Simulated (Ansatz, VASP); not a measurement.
**AlGa2As3: VASP beside Ansatz**

```xyz
6
Lattice="-2.0319 2.0319 8.5853 2.0319 -2.0319 8.5853 2.0319 2.0319 -8.5853" Properties=species:S:1:pos:R:3 pbc="T T T"
Al    0.0000    0.0000    8.5853
Ga    0.0000    0.0000   14.3105
Ga    0.0000    0.0000    2.8601
As    0.0000    2.0319    1.4211
As    2.0319    0.0000    4.2926
As    0.0000    2.0319    7.1642
```

Alike in both runs: functional PBE; k mesh 6 × 6 × 6; occupations gaussian, width 0.1 eV; no spin polarisation.

Ansatz relaxed the structure, and its values are those at the end. VASP's run is a single point on that final structure, the one shown.

|  | VASP | Ansatz |
| --- | --- | --- |
| version | VASP 6.6.1 | Ansatz 0.2.0 |
| potentials or method | VASP PAW PBE potentials, release 64 (Al, Ga_d, As) | scalar-relativistic, plane waves, PAW |
| plane-wave cutoff (eV) | 520 | 420 |
| valence electrons in the cell | 44 | 74 |

Ansatz gave:

```
gap on the k mesh at the Fermi level (eV) : 0.65
least direct gap on the mesh (eV)         : 0.65
pressure (GPa)                            : 0.0
```

**Question.** What did VASP give for the same quantities?

**Answer.** gap on the k mesh at the Fermi level (eV): 0.65; least direct gap on the mesh (eV): 0.65; pressure (GPa): 0.2.

With one functional, cell and mesh, what is left measures potentials, basis and numerics. The two sets of potentials don't hold the same shells in valence.
